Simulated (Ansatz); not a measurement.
**Ni (bcc)**

Level of theory: DFT, PBE, scalar-relativistic, collinear spin; plane waves to 420 eV with PAW datasets (Ansatz 0.2.0), Γ-centred 20×20×20 mesh, 0.05 eV Gaussian smearing; PAW files: Ansatz's generated set soft_2.

```
Ni
1.0
    -1.40063    1.40063    1.40063
     1.40063   -1.40063    1.40063
     1.40063    1.40063   -1.40063
Ni
1
Direct
  0.00000 0.00000 0.00000
```

At room temperature and ambient pressure Ni is fcc.

The geometry is fixed. Moments are started on Ni in several ways. q is the propagation vector of an order in a doubled cell, in units of this cell's reciprocal vectors; doubled cells take an equivalent mesh or are counted from a ferromagnetic run in the same cell, unless said otherwise. Energies count from the first row, the state in which the cell was relaxed.

The starts:
- ferromagnetic
- no spin polarisation
- antiparallel, q = (0, 0, 1/2)
- antiparallel, q = (1/2, 1/2, 1/2)
- small parallel moments

(1) Which start ends lowest, and how far above it lies the solution without spin polarisation?

Answer:

(1) Lowest, alike within 0.5 meV/atom: ferromagnetic; antiparallel, q = (1/2, 1/2, 1/2) (which ended parallel); small parallel moments (which grew into the full parallel moments). Without spin polarisation the energy is 17 meV/atom higher.

```csv
start,largest typed moment (μB),ΔE (meV/atom),gap on the mesh (eV),P (GPa),final spin moments (μB)
ferromagnetic,0.68,0.0,metal,0.0,Ni 0.61
no spin polarisation,0.00,16.6,metal,-2.0,none
"antiparallel, q = (0, 0, 1/2)",0.80,16.6,metal,-2.0,none
"antiparallel, q = (1/2, 1/2, 1/2)",0.80,0.0,metal,0.0,Ni 0.61
small parallel moments,0.50,0.0,metal,0.0,Ni 0.61
```

The moments vanished in: antiparallel, q = (0, 0, 1/2).

These starts lost their opposed signs and ended with parallel moments: antiparallel, q = (1/2, 1/2, 1/2).

Without spin polarisation the pressure is 2.0 GPa lower than in the lowest state, so the magnetic solution wants the larger cell.

Only orders that fit these small cells were tried.

Site moments are of spin, integrated over atomic spheres.
